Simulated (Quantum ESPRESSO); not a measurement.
# KCl (Sylvite) (Fm-3m) in Quantum ESPRESSO: convergence with density cutoff

Aim: find how far density cutoff must go before the results for KCl (Sylvite) settle, at PBE. This setting moves, with any that are tied to it; all else stays.

Program: Quantum ESPRESSO 7.5. These are calculated values, not measurements. Logs are shortened: lines on timing, memory, paths and dates and some standing lists are left out, and cuts for length are marked.

## Step 1: The structure

The structure is cubic, space group Fm-3m (No. 225). The conventional cell has a = 6.293 Å, b = 6.293 Å, c = 6.293 Å, α = 90.00°, β = 90.00°, γ = 90.00°. Around K (site symmetry m-3m) lie 6 Cl at 3.15 Å. Cl (site symmetry m-3m) has 6 K at 3.15 Å as nearest neighbours.

## Step 2: With density cutoff 180 Ry

pw.in reads:

```
&CONTROL
  calculation = 'scf'
  prefix = 'pwscf'
  outdir = './tmp'
  pseudo_dir = './pseudo'
  tprnfor = .true.
  tstress = .true.
  disk_io = 'nowf'
/
&SYSTEM
  ibrav = 0
  nat = 2
  ntyp = 2
  ecutwfc = 45
  ecutrho = 180
  nbnd = 14
  occupations = 'smearing'
  smearing = 'fd'
  degauss = 0.00367493
/
&ELECTRONS
  conv_thr = 4d-10
  electron_maxstep = 120
  mixing_beta = 0.5
/
ATOMIC_SPECIES
K     39.0983 k_pbe_v1.4.uspp.F.UPF
Cl    35.4500 cl_pbe_v1.4.uspp.F.UPF
CELL_PARAMETERS angstrom
   0.0000000000    3.1464700000    3.1464700000
   3.1464700000    0.0000000000    3.1464700000
   3.1464700000    3.1464700000    0.0000000000
ATOMIC_POSITIONS crystal
K      0.0000000000    0.0000000000    0.0000000000
Cl     0.5000000000    0.5000000000    0.5000000000
K_POINTS automatic
7 7 7 0 0 0
```

Potentials or basis: GBRV 1.5 PBE.

Command:

```console
$ OMP_NUM_THREADS=1 pw.x -in pw.in > pw.out
```

pw.out:

```text
This program is part of the open-source Quantum ESPRESSO suite
     for quantum simulation of materials; please cite
         "P. Giannozzi et al., J. Phys.:Condens. Matter 21 395502 (2009);
         "P. Giannozzi et al., J. Phys.:Condens. Matter 29 465901 (2017);
         "P. Giannozzi et al., J. Chem. Phys. 152 154105 (2020);
     in publications or presentations arising from this work. More details at

     Message from routine setup:
     using ibrav=0 with symmetry is DISCOURAGED, use correct ibrav instead

     G-vector sticks info
     --------------------
     sticks:   dense  smooth     PW     G-vecs:    dense   smooth      PW
     Sum         871     871    253                17153    17153    2741

     Using Slab Decomposition

     bravais-lattice index     =            0
     lattice parameter (alat)  =       8.4089  a.u.
     unit-cell volume          =     420.4336 (a.u.)^3
     number of atoms/cell      =            2
     number of atomic types    =            2
     number of electrons       =        16.00
     number of Kohn-Sham states=           14
     kinetic-energy cutoff     =      45.0000  Ry
     charge density cutoff     =     180.0000  Ry
     scf convergence threshold =      4.0E-10
     mixing beta               =       0.5000
     number of iterations used =            8  plain     mixing
     Exchange-correlation=  SLA  PW   PBX  PBC
                           (   1   4   3   4   0   0   0)

     celldm(1)=   8.408867  celldm(2)=   0.000000  celldm(3)=   0.000000
     celldm(4)=   0.000000  celldm(5)=   0.000000  celldm(6)=   0.000000

     crystal axes: (cart. coord. in units of alat)
               a(1) = (   0.000000   0.707107   0.707107 )
               a(2) = (   0.707107   0.000000   0.707107 )
               a(3) = (   0.707107   0.707107   0.000000 )

     reciprocal axes: (cart. coord. in units 2 pi/alat)
               b(1) = ( -0.707107  0.707107  0.707107 )
               b(2) = (  0.707107 -0.707107  0.707107 )
               b(3) = (  0.707107  0.707107 -0.707107 )

     PseudoPot. # 1 for K  read from file:
     k_pbe_v1.4.uspp.F.UPF
     Pseudo is Ultrasoft + core correction, Zval =  9.0
     Generated by new atomic code, or converted to UPF format
     Using radial grid of  841 points,  6 beta functions with:
                l(1) =   0
                l(2) =   0
                l(3) =   1
                l(4) =   1
                l(5) =   2
                l(6) =   2
     Q(r) pseudized with  6 coefficients,  rinner =    1.500   1.500   1.500
                                                       1.500   1.500

     PseudoPot. # 2 for Cl read from file:
     cl_pbe_v1.4.uspp.F.UPF
     Pseudo is Ultrasoft + core correction, Zval =  7.0
     Generated by new atomic code, or converted to UPF format
     Using radial grid of  909 points,  6 beta functions with:
                l(1) =   0
                l(2) =   0
                l(3) =   1
                l(4) =   1
                l(5) =   2
                l(6) =   2
     Q(r) pseudized with  8 coefficients,  rinner =    1.300   1.300   1.300
                                                       1.300   1.300

     atomic species   valence    mass     pseudopotential
     K                 9.00    39.09830     K ( 1.00)
     Cl                7.00    35.45000     Cl( 1.00)

     48 Sym. Ops., with inversion, found

   Cartesian axes

     site n.     atom                  positions (alat units)
         1        K      tau(   1) = (   0.0000000   0.0000000   0.0000000  )
         2        Cl     tau(   2) = (   0.7071068   0.7071068   0.7071068  )

     number of k points=    20  Fermi-Dirac smearing, width (Ry)=  0.0037
                       cart. coord. in units 2pi/alat
        k(    1) = (   0.0000000   0.0000000   0.0000000), wk =   0.0058309
        k(    2) = (   0.1010153   0.1010153  -0.1010153), wk =   0.0466472
        k(    3) = (   0.2020305   0.2020305  -0.2020305), wk =   0.0466472
        k(    4) = (   0.3030458   0.3030458  -0.3030458), wk =   0.0466472
        k(    5) = (   0.2020305  -0.0000000   0.0000000), wk =   0.0349854
        k(    6) = (   0.3030458   0.1010153  -0.1010153), wk =   0.1399417
[... 12 lines left out ...]
        k(   19) = (  -0.1010153  -0.5050763   0.7071068), wk =   0.1399417
        k(   20) = (  -0.0000000  -0.4040610   0.6060915), wk =   0.1399417

     Dense  grid:    17153 G-vectors     FFT dimensions: (  36,  36,  36)

     Initial potential from superposition of free atoms

     starting charge      15.4966, renormalised to      16.0000

     negative rho (up, down):  1.534E-02 0.000E+00
     Starting wfcs are   12 randomized atomic wfcs +    2 random wfcs

     Self-consistent Calculation

     iteration #  1     ecut=    45.00 Ry     beta= 0.50
     Davidson diagonalization with overlap
     ethr =  1.00E-02,  avg # of iterations = 10.3

     Threshold (ethr) on eigenvalues was too large:
     Diagonalizing with lowered threshold

     Davidson diagonalization with overlap
     ethr =  6.61E-04,  avg # of iterations =  3.5

     negative rho (up, down):  1.512E-02 0.000E+00

     total energy              =     -90.55096450 Ry
     estimated scf accuracy    <       0.09746873 Ry

     iteration #  2     ecut=    45.00 Ry     beta= 0.50
     Davidson diagonalization with overlap
     ethr =  6.09E-04,  avg # of iterations =  4.1
[... 10 lines left out ...]
     negative rho (up, down):  1.431E-02 0.000E+00

     total energy              =     -90.57054662 Ry
     estimated scf accuracy    <       0.00092472 Ry

     iteration #  4     ecut=    45.00 Ry     beta= 0.50
     Davidson diagonalization with overlap
     c_bands:  1 eigenvalues not converged
     ethr =  5.78E-06,  avg # of iterations =  6.5

     negative rho (up, down):  1.426E-02 0.000E+00

     total energy              =     -90.57065273 Ry
     estimated scf accuracy    <       0.00005933 Ry

     iteration #  5     ecut=    45.00 Ry     beta= 0.50
     Davidson diagonalization with overlap
     ethr =  3.71E-07,  avg # of iterations =  3.5
[... 33 lines left out ...]
     iteration #  9     ecut=    45.00 Ry     beta= 0.50
     Davidson diagonalization with overlap
     ethr =  2.55E-11,  avg # of iterations =  1.8

     negative rho (up, down):  1.426E-02 0.000E+00

     End of self-consistent calculation

          k = 0.0000 0.0000 0.0000 (  2109 PWs)   bands (ev):

   -26.3000 -11.2188  -9.7573  -9.7573  -9.7573   0.8987   0.8987   0.8987
     6.0880   9.2723   9.2723   9.2723  10.1343  10.1343

          k = 0.1010 0.1010-0.1010 (  2124 PWs)   bands (ev):

   -26.2980 -11.2579  -9.7590  -9.7590  -9.7083   0.6583   0.8339   0.8339
     6.5674   9.1314   9.5251   9.5251  10.4065  10.4065

          k = 0.2020 0.2020-0.2020 (  2139 PWs)   bands (ev):
[... 61 lines left out ...]
   -26.2870 -11.1462  -9.8612  -9.8102  -9.8102   0.2231   0.6838   0.6838
     7.4935   9.0029  11.0399  11.1019  11.7587  12.3976

          k =-0.0000-0.6061 0.6061 (  2151 PWs)   bands (ev):

   -26.2864 -11.1585  -9.8907  -9.8068  -9.7701   0.2748   0.5479   0.6498
     7.7012   9.5785  10.5188  11.3072  11.3256  12.3502

          k = 0.4041 0.2020 0.0000 (  2136 PWs)   bands (ev):

   -26.2905 -11.2976  -9.8051  -9.7766  -9.6384   0.1522   0.6307   0.6598
     8.2615   8.4246  10.9033  10.9460  11.2913  11.7056

          k =-0.2020-0.4041 0.6061 (  2153 PWs)   bands (ev):

   -26.2879 -11.2960  -9.8207  -9.7951  -9.6265   0.1138   0.5070   0.5711
     8.6849   9.0853  10.6976  11.2496  11.7551  12.2359

          k =-0.1010-0.5051 0.7071 (  2156 PWs)   bands (ev):

   -26.2868 -11.2036  -9.8560  -9.8261  -9.7136   0.2552   0.5419   0.5825
     8.0246   9.3978  10.4253  11.3468  11.5697  12.3540

          k =-0.0000-0.4041 0.6061 (  2156 PWs)   bands (ev):

   -26.2865 -11.2310  -9.8619  -9.8260  -9.6669   0.3190   0.3948   0.5356
     8.6233   9.3233  10.4031  10.8144  12.2429  12.3207

     the Fermi energy is     3.1964 ev

!    total energy              =     -90.57066763 Ry
     estimated scf accuracy    <          3.0E-10 Ry
     smearing contrib. (-TS)   =       0.00000000 Ry
     internal energy E=F+TS    =     -90.57066763 Ry

     The total energy is F=E-TS. E is the sum of the following terms:
     one-electron contribution =     -30.29473968 Ry
     hartree contribution      =      19.99319498 Ry
     xc contribution           =     -18.60224284 Ry
     ewald contribution        =     -61.66688008 Ry

     convergence has been achieved in   9 iterations

     negative rho (up, down):  1.426E-02 0.000E+00

     Forces acting on atoms (cartesian axes, Ry/au):

     atom    1 type  1   force =    -0.00000000   -0.00000000    0.00000000
     atom    2 type  2   force =    -0.00000000   -0.00000000    0.00000000

     Total force =     0.000000     Total SCF correction =     0.000000

     Computing stress (Cartesian axis) and pressure

     negative rho (up, down):  1.426E-02 0.000E+00
          total   stress  (Ry/bohr**3)                   (kbar)     P=        5.70
   0.00003872  -0.00000000  -0.00000000            5.70       -0.00       -0.00
  -0.00000000   0.00003872  -0.00000000           -0.00        5.70       -0.00
  -0.00000000  -0.00000000   0.00003872           -0.00       -0.00        5.70

=------------------------------------------------------------------------------=
   JOB DONE.
=------------------------------------------------------------------------------=
```

It took 16 s on 1 thread of Intel Xeon Platinum 8259CL at 2.50GHz (Skylake/Cascade Lake), shared host; peak memory 0.1 GiB.

What came out:

| Property | Result |
| --- | --- |
| Free energy | -1232.2767 eV |
| Pressure | 0.6 GPa |
| Band gap on the k mesh | 5.19 eV, direct |

## Step 3: With density cutoff 225 Ry

Changes to pw.in since step 2:

```diff
@@ -14,3 +14,3 @@
   ecutwfc = 45
-  ecutrho = 180
+  ecutrho = 225
   nbnd = 14
```

Potentials or basis: GBRV 1.5 PBE.

Command:

```console
$ OMP_NUM_THREADS=1 pw.x -in pw.in > pw.out
```

Wall time 18 s (1 thread of Intel Xeon Platinum 8259CL at 2.50GHz (Skylake/Cascade Lake), shared host); peak memory 0.13 GiB.

What came out:

```yaml
Free_energy: -1232.2767 eV
Pressure: 0.6 GPa
Band_gap_on_the_k_mesh: 5.19 eV, direct
```

## Step 4: With density cutoff 270 Ry

Changes to pw.in since step 3:

```diff
@@ -14,3 +14,3 @@
   ecutwfc = 45
-  ecutrho = 225
+  ecutrho = 270
   nbnd = 14
```

Command:

```console
$ OMP_NUM_THREADS=1 pw.x -in pw.in > pw.out
```

Run time: 20 s. Hardware: 1 thread of Intel Xeon Platinum 8259CL at 2.50GHz (Skylake/Cascade Lake), shared host; peak memory 0.15 GiB.

Results:

| Property | Result |
| --- | --- |
| Free energy | -1232.2766 eV |
| Pressure | 0.6 GPa |
| Band gap on the k mesh | 5.19 eV, direct |

## Step 5: With density cutoff 315 Ry

Changes to pw.in since step 4:

```diff
@@ -14,3 +14,3 @@
   ecutwfc = 45
-  ecutrho = 270
+  ecutrho = 315
   nbnd = 14
```

Command:

```console
$ OMP_NUM_THREADS=1 pw.x -in pw.in > pw.out
```

It took 23 s on 1 thread of Intel Xeon Platinum 8259CL at 2.50GHz (Skylake/Cascade Lake), shared host; peak memory 0.18 GiB.

What came out:

| Quantity | Value |
| --- | --- |
| Free energy | -1232.2766 eV |
| Pressure | 0.6 GPa |
| Band gap on the k mesh | 5.19 eV, direct |

## Step 6: With density cutoff 360 Ry

Changes to pw.in since step 5:

```diff
@@ -14,3 +14,3 @@
   ecutwfc = 45
-  ecutrho = 315
+  ecutrho = 360
   nbnd = 14
```

Potentials or basis: GBRV 1.5 PBE.

Command:

```console
$ OMP_NUM_THREADS=1 pw.x -in pw.in > pw.out
```

It took 24 s on 1 thread of Intel Xeon Platinum 8259CL at 2.50GHz (Skylake/Cascade Lake), shared host; peak memory 0.21 GiB.

The run converged. Its results:

```
Free energy            : -1232.2766 eV
Pressure               : 0.6 GPa
Band gap on the k mesh : 5.19 eV, direct
```

## Step 7: With density cutoff 450 Ry

Changes to pw.in since step 6:

```diff
@@ -14,3 +14,3 @@
   ecutwfc = 45
-  ecutrho = 360
+  ecutrho = 450
   nbnd = 14
```

Command:

```console
$ OMP_NUM_THREADS=1 pw.x -in pw.in > pw.out
```

Wall time 32 s (1 thread of Intel Xeon Platinum 8259CL at 2.50GHz (Skylake/Cascade Lake), shared host); peak memory 0.28 GiB.

It converged, with:

```
Free energy            : -1232.2766 eV
Pressure               : 0.6 GPa
Band gap on the k mesh : 5.19 eV, direct
```

## Step 8: With density cutoff 540 Ry

Changes to pw.in since step 7:

```diff
@@ -14,3 +14,3 @@
   ecutwfc = 45
-  ecutrho = 450
+  ecutrho = 540
   nbnd = 14
```

Command:

```console
$ OMP_NUM_THREADS=1 pw.x -in pw.in > pw.out
```

Wall time 36 s (1 thread of Intel Xeon Platinum 8259CL at 2.50GHz (Skylake/Cascade Lake), shared host); peak memory 0.36 GiB.

The run converged. Its results:

| Property | Result |
| --- | --- |
| Free energy | -1232.2766 eV |
| Pressure | 0.6 GPa |
| Band gap on the k mesh | 5.19 eV, direct |

## Step 9: With density cutoff 720 Ry

Changes to pw.in since step 8:

```diff
@@ -14,3 +14,3 @@
   ecutwfc = 45
-  ecutrho = 540
+  ecutrho = 720
   nbnd = 14
```

Potentials or basis: GBRV 1.5 PBE.

Command:

```console
$ OMP_NUM_THREADS=1 pw.x -in pw.in > pw.out
```

Wall time 49 s (1 thread of Intel Xeon Platinum 8259CL at 2.50GHz (Skylake/Cascade Lake), shared host); peak memory 0.53 GiB.

The run converged. Its results:

| Quantity | Value |
| --- | --- |
| Free energy | -1232.2766 eV |
| Pressure | 0.6 GPa |
| Band gap on the k mesh | 5.19 eV, direct |

## Step 10: Summary

| density cutoff | energy less the tightest run, at zero smearing (meV/atom) | SCF cycles | CPU time (s) | peak memory (GiB) |
| --- | --- | --- | --- | --- |
| 180 Ry | -0.07 | 9 | 16 | 0.1 |
| 225 Ry | -0.05 | 9 | 18 | 0.13 |
| 270 Ry | -0.02 | 9 | 20 | 0.15 |
| 315 Ry | -0.01 | 9 | 23 | 0.18 |
| 360 Ry | -0.01 | 9 | 24 | 0.21 |
| 450 Ry | 0.00 | 10 | 32 | 0.28 |
| 540 Ry | 0.00 | 9 | 36 | 0.36 |
| 720 Ry | 0.00 | 9 | 49 | 0.53 |

Against the tightest run, the energy stays within 1 meV/atom from 180 Ry on. The tightest run that finished is the yardstick and may itself not be fully converged.

Caveats: an odd mesh through Γ misses points on the zone boundary, where band edges often lie.
